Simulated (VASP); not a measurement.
A run of VASP 6.6.1 is set up as follows.

Contents of INCAR:

```
PREC = Accurate
ENCUT = 520
EDIFF = 1E-6
ISMEAR = -1
SIGMA = 0.01
LREAL = Auto
LASPH = T
NELM = 100
ALGO = Fast
ISIF = 2
LWAVE = F
LCHARG = T
GGA = PE
LELF = T
LVHAR = T
NELECT = 144.0
NBANDS = 94
```

The input KPOINTS:

```
regular mesh
0
Gamma
  3 3 3
```

File POSCAR:

```
B17N18
1.0
    7.5049186035      0.0000000000      0.0000000000
   -3.7524593018      6.4994501639      0.0000000000
    0.0000000000      0.0000000000      7.3693201700
B N
17 18
Direct
    0.2222222222      0.4444444444      0.7500000000
    0.2222222222      0.7777777778      0.7500000000
    0.5555555556      0.1111111111      0.7500000000
    0.5555555556      0.4444444444      0.7500000000
    0.5555555556      0.7777777778      0.7500000000
    0.8888888889      0.1111111111      0.7500000000
    0.8888888889      0.4444444444      0.7500000000
    0.8888888889      0.7777777778      0.7500000000
    0.1111111111      0.2222222222      0.2500000000
    0.1111111111      0.5555555556      0.2500000000
    0.1111111111      0.8888888889      0.2500000000
    0.4444444444      0.2222222222      0.2500000000
    0.4444444444      0.5555555556      0.2500000000
    0.4444444444      0.8888888889      0.2500000000
    0.7777777778      0.2222222222      0.2500000000
    0.7777777778      0.5555555556      0.2500000000
    0.7777777778      0.8888888889      0.2500000000
    0.0000000000      0.0000000000      0.7500000000
    0.0000000000      0.3333333333      0.7500000000
    0.0000000000      0.6666666667      0.7500000000
    0.3333333333      0.0000000000      0.7500000000
    0.3333333333      0.3333333333      0.7500000000
    0.3333333333      0.6666666667      0.7500000000
    0.6666666667      0.0000000000      0.7500000000
    0.6666666667      0.3333333333      0.7500000000
    0.6666666667      0.6666666667      0.7500000000
    0.0000000000      0.0000000000      0.2500000000
    0.0000000000      0.3333333333      0.2500000000
    0.0000000000      0.6666666667      0.2500000000
    0.3333333333      0.0000000000      0.2500000000
    0.3333333333      0.3333333333      0.2500000000
    0.3333333333      0.6666666667      0.2500000000
    0.6666666667      0.0000000000      0.2500000000
    0.6666666667      0.3333333333      0.2500000000
    0.6666666667      0.6666666667      0.2500000000
```

Potentials or basis: VASP PAW PBE potentials, release 64 (B, N).

Command:

```console
$ cat potpaw_PBE.64/B/POTCAR potpaw_PBE.64/N/POTCAR > POTCAR
$ mpirun -np 1 vasp_std > vasp.out
```

Question: Predict the largest force.

Answer: 3.172 eV/Å.

Question: What does it give for the band gap on the k mesh?

Answer: None (metal or under the smearing width).

Forces in eV/Å, atoms in the order of the input:
```
B    2.811 -1.470  0.000
B    0.133  3.169  0.000
B   -2.678 -1.700  0.000
B   -2.811 -1.470  0.000
B    0.000  0.000  0.000
B    2.678 -1.700  0.000
B    0.000  0.000  0.000
B   -0.133  3.169  0.000
B    0.173 -0.100  0.000
B    0.021  0.012  0.000
B    0.000  0.200  0.000
B   -0.173 -0.100  0.000
B    0.000 -0.163  0.000
B   -0.141  0.081  0.000
B    0.000 -0.024  0.000
B   -0.021  0.012  0.000
B    0.141  0.081  0.000
N   -2.362 -1.363  0.000
N   -1.183  0.683  0.000
N    0.000 -1.366  0.000
N    2.362 -1.363  0.000
N    0.000  2.727  0.000
N    0.051  0.030  0.000
N    0.000 -0.059  0.000
N    1.183  0.683  0.000
N   -0.051  0.030  0.000
N   -0.070 -0.040  0.000
N   -0.023  0.013  0.000
N    0.000 -0.027  0.000
N    0.070 -0.040  0.000
N    0.000  0.081  0.000
N    0.037  0.021  0.000
N    0.000 -0.043  0.000
N    0.023  0.013  0.000
N   -0.037  0.021  0.000
```

Caveat: the cell carries a net charge on a neutralising background, which shifts energy and pressure; the cell is charged against a uniform background, so pressure and absolute levels hang on convention.
